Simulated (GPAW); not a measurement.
**GaN in GPAW: the effect of dispersion**

The system is GaN.

```xyz
2
Lattice="0.0000 2.2535 2.2535 2.2535 0.0000 2.2535 2.2535 2.2535 0.0000" Properties=species:S:1:pos:R:3 pbc="T T T"
Ga    0.0000    0.0000    0.0000
N     1.1268    1.1268    1.1268
```

The cell is a database's computed one.

Alike in all runs:

```yaml
Program: GPAW 26.7.0
Task: relaxation of cell and atoms
Functional: PBEsol
Potentials_or_basis: PAW data sets generated in the run's folder for this functional
Cutoff: 800 eV
Basis: pw
k_mesh: 10 × 10 × 10
Occupations: fermi-dirac, width 0.05 eV
Spin: no spin polarisation
```

Each run relaxes the cell or the atoms first.

Q: One run gave: gap on the mesh 1.59 eV; relaxed volume 11.79 Å³/atom. Which dispersion did it use?
A. D4
B. D3(BJ)-ATM
C. none
D. D3(BJ)
E. D3

A: C.

```tsv
dispersion	gap on the mesh (eV)	relaxed volume (Å³/atom)
none	1.59	11.79
D3	1.67	11.66
D3(BJ)	1.68	11.63
D3(BJ)-ATM	1.67	11.66
D4	1.69	11.63
```

Caveats: the data sets keep Ga 3d, Li 1s and Be 1s frozen, and some such compounds lay over 1.5 % in volume off other programs; later steps reuse the first step's grids.

A gap of «none» marks a metal or a gap under the smearing width.

Runs at the PBE level aren't shown here.
